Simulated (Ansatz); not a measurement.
# Si2W (I4/mmm) in Ansatz: notebook, part 2 of 2

Ansatz 0.2.0. Earlier steps stand in the parts before.

### Step 4. Relaxation of cell and atoms, PBEsol

Input file input.yaml:

```yaml
crystal:
  lattice:
    - [-1.6069, 1.6069, 3.91495]
    - [1.6069, -1.6069, 3.91495]
    - [1.6069, 1.6069, -3.91495]
  atoms:
    - { symbol: W, position: [0.0, 0.0, 0.0] }
    - { symbol: Si, position: [0.6653, 0.6653, 0.0] }
    - { symbol: Si, position: [0.3347, 0.3347, 0.0] }
hamiltonian:
  xc: pbesol
  pseudopotentials: { kind: paw }
kpoints:
  mp_grid: { grid: [12, 12, 12] }
scf:
  occupations: { method: fermi_dirac, width: 0.05 }
output:
  forces: true
  stress: true
relax:
  f_tol: 0.01
  max_steps: 40
  cell: { stress_tol: 0.05 }
```

Started as:

```console
ansatz run input.yaml --threads 2 --pin off --max-ram 5632MiB --backend cpu --events-out ev --progress --plain --runs-dir out
```

Wall time 7.9 s (2 threads of Intel Xeon Platinum 8488C (Sapphire Rapids), shared host); peak memory 0.46 GiB.

Results (log left out):

* Free energy: -11500.8973 eV
* Relaxed volume: 13.36 Å³/atom
* Relaxed cell: a = 4.517 Å, b = 4.517 Å, c = 4.517 Å, α = 138.48°, β = 138.48°, γ = 60.17°
* Space group after relaxing (to 0.05 Å): I4/mmm (No. 139)
* Energy gained by relaxing: 0.8 meV/atom
* Ionic steps: 5
* Pressure after relaxing: 0.0 GPa
* Largest force after relaxing: 0.004 eV/Å

Forces in eV/Å, atoms in the order of the input:
```
W    0.000  0.000  0.000
Si   0.000  0.000  0.004
Si   0.000  0.000 -0.004
```

The path:
| step | energy change (eV) | largest force (eV/Å) | volume (Å³) |
| --- | --- | --- | --- |
| 1 | 0.0000 | 0.0220 | 40.44 |
| 2 | -0.0020 | 0.0276 | 39.94 |
| 3 | -0.0025 | 0.0109 | 40.08 |
| 4 | -0.0025 | 0.0041 | 40.08 |
| 5 | -0.0024 | 0.0041 | 40.08 |

Final structure:
```cif
data_structure
_symmetry_space_group_name_H-M 'P 1'
_symmetry_Int_Tables_number 1
_cell_length_a 4.5172
_cell_length_b 4.5172
_cell_length_c 4.5172
_cell_angle_alpha 138.482
_cell_angle_beta 138.482
_cell_angle_gamma 60.166
_cell_volume 40.08
loop_
_atom_site_label
_atom_site_type_symbol
_atom_site_fract_x
_atom_site_fract_y
_atom_site_fract_z
_atom_site_occupancy
W1 W 0.00000 0.00000 0.00000 1
Si1 Si 0.66555 0.66555 0.00000 1
Si2 Si 0.33445 0.33445 0.00000 1
```

Caveat: the plane-wave basis is chosen anew once the cell has moved, so the energies of steps on either side of that aren't comparable; the PAW data sets come from PBE, with cores solved anew for the run's functional, which leaves a small shift of forces and pressure.

### Step 5. Relaxation of cell and atoms, RPBE

input.yaml, as its differences from that of step 4:

```diff
@@ -10,3 +10,3 @@
 hamiltonian:
-  xc: pbesol
+  xc: rpbe
   pseudopotentials: { kind: paw }
@@ -19,2 +19,6 @@
   stress: true
+  write_density: true
+  write_potential: true
+  elf: true
+  volumetric_format: npy
 relax:
```

Started as:

```console
ansatz run input.yaml --threads 2 --pin off --max-ram 5632MiB --backend cpu --events-out ev --progress --plain --runs-dir out
```

Wall time 9.3 s (2 threads of Intel Xeon Platinum 8488C (Sapphire Rapids), shared host); peak memory 0.5 GiB.

The run converged. Its results:

- Free energy: -11676.2800 eV
- Relaxed volume: 13.84 Å³/atom
- Relaxed cell: a = 4.567 Å, b = 4.567 Å, c = 4.567 Å, α = 138.41°, β = 138.41°, γ = 60.27°
- Space group after relaxing (to 0.05 Å): I4/mmm (No. 139)
- Energy gained by relaxing: 6.8 meV/atom
- Ionic steps: 5
- Pressure after relaxing: 0.0 GPa
- Band gap on the k mesh: none (metal or under the smearing width)

Forces on the atoms (eV/Å):
```
W    0.000  0.000  0.000
Si   0.000  0.000 -0.003
Si   0.000  0.000  0.003
```

The path:
| step | energy change (eV) | largest force (eV/Å) | volume (Å³) |
| --- | --- | --- | --- |
| 1 | 0.0000 | 0.1119 | 40.44 |
| 2 | -0.0171 | 0.0528 | 41.93 |
| 3 | -0.0201 | 0.0122 | 41.54 |
| 4 | -0.0201 | 0.0027 | 41.52 |
| 5 | -0.0204 | 0.0027 | 41.52 |

Final structure:
```xyz
3
Lattice="-1.6212 1.6212 3.9494 1.6212 -1.6212 3.9494 1.6212 1.6212 -3.9494" Properties=species:S:1:pos:R:3 pbc="T T T"
W     0.0000    0.0000    0.0000
Si    0.0000    0.0000    5.2573
Si    0.0000    0.0000    2.6415
```

Levels at points of the mesh, in eV from the Fermi level:
| k point | band 7 | band 8 | band 9 | band 10 | band 11 | band 12 | band 13 | band 14 | band 15 |
| --- | --- | --- | --- | --- | --- | --- | --- | --- | --- |
| (0.00, 0.00, 0.00) | -3.76 | -3.20 | -2.79 | -2.79 | 0.58 | 2.60 | 2.97 | 3.00 | 3.00 |
| (0.00, 0.00, -0.50) | -5.93 | -5.49 | -4.93 | -3.16 | -1.78 | 2.69 | 2.87 | 3.01 | 3.79 |
| (0.00, -0.50, 0.00) | -5.63 | -4.80 | -2.73 | -2.69 | -0.42 | 2.61 | 2.73 | 3.88 | 4.23 |
| (-0.50, -0.50, -0.50) | -3.70 | -2.53 | -0.86 | -0.86 | -0.49 | -0.49 | 0.75 | 4.40 | 4.66 |

Caveat: the plane-wave basis is chosen anew once the cell has moved, so the energies of steps on either side of that aren't comparable; the PAW data sets come from PBE, with cores solved anew for the run's functional, which leaves a small shift of forces and pressure.

### Step 6. Relaxation of cell and atoms, revPBE

input.yaml, as its differences from that of step 5:

```diff
@@ -10,3 +10,3 @@
 hamiltonian:
-  xc: rpbe
+  xc: revpbe
   pseudopotentials: { kind: paw }
@@ -19,6 +19,2 @@
   stress: true
-  write_density: true
-  write_potential: true
-  elf: true
-  volumetric_format: npy
 relax:
```

Potentials or basis: Ansatz PAW.

Started as:

```console
ansatz run input.yaml --threads 2 --pin off --max-ram 5632MiB --backend cpu --events-out ev --progress --plain --runs-dir out
```

Wall time 8.6 s (2 threads of Intel Xeon Platinum 8488C (Sapphire Rapids), shared host); peak memory 0.48 GiB.

It converged, with:

```
Free energy                            : -11670.8996 eV
Relaxed volume                         : 13.80 Å³/atom
Relaxed cell                           : a = 4.562 Å, b = 4.562 Å, c = 4.562 Å, α = 138.42°, β = 138.42°, γ = 60.27°
Space group after relaxing (to 0.05 Å) : I4/mmm (No. 139)
Energy gained by relaxing              : 5.3 meV/atom
Ionic steps                            : 5
Pressure after relaxing                : 0.0 GPa
```

Forces on the atoms (eV/Å):
```
W    0.000  0.000  0.000
Si   0.000  0.000 -0.002
Si   0.000  0.000  0.002
```

Step by step:
| step | energy change (eV) | largest force (eV/Å) | volume (Å³) |
| --- | --- | --- | --- |
| 1 | 0.0000 | 0.1019 | 40.44 |
| 2 | -0.0131 | 0.0462 | 41.74 |
| 3 | -0.0155 | 0.0101 | 41.40 |
| 4 | -0.0155 | 0.0022 | 41.39 |
| 5 | -0.0158 | 0.0022 | 41.39 |

Final structure:
```xyz
3
Lattice="-1.6194 1.6194 3.9455 1.6194 -1.6194 3.9455 1.6194 1.6194 -3.9455" Properties=species:S:1:pos:R:3 pbc="T T T"
W     0.0000    0.0000    0.0000
Si    0.0000    0.0000    5.2520
Si    0.0000    0.0000    2.6390
```

Caveat: the plane-wave basis is chosen anew once the cell has moved, so the energies of steps on either side of that aren't comparable; the PAW data sets come from PBE, with cores solved anew for the run's functional, which leaves a small shift of forces and pressure. Spin-orbit coupling is left out, which matters for the levels of W.

### Step 7. Overview

| task | level | cell | smearing | gap on the mesh (eV) | pressure (GPa) | relaxed volume (Å³/atom) | largest force (eV/Å) |
| --- | --- | --- | --- | --- | --- | --- | --- |
| single point | PBE | as given | gaussian 0.027 eV | none | 3.3 | - | 0.08 |
| single point | PBE | as given | gaussian 0.028 eV | none | 3.3 | - | 0.08 |
| relaxation of cell and atoms | PBEsol | relaxed | fermi-dirac 0.05 eV | - | 0.0 | 13.36 | - |
| relaxation of cell and atoms | RPBE | relaxed | fermi-dirac 0.05 eV | none | 0.0 | 13.84 | - |
| relaxation of cell and atoms | revPBE | relaxed | fermi-dirac 0.05 eV | - | 0.0 | 13.80 | - |

Alike in all rows: potentials or basis Ansatz PAW; no spin polarisation; k mesh 12 × 12 × 12; cutoff (eV) 420.

Caveats: the plane-wave basis is chosen anew once the cell has moved, so the energies of steps on either side of that aren't comparable (some runs); the PAW data sets come from PBE, with cores solved anew for the run's functional, which leaves a small shift of forces and pressure (some runs).

Total energies depend on the potentials used, so only differences within one code and one set of settings carry meaning.
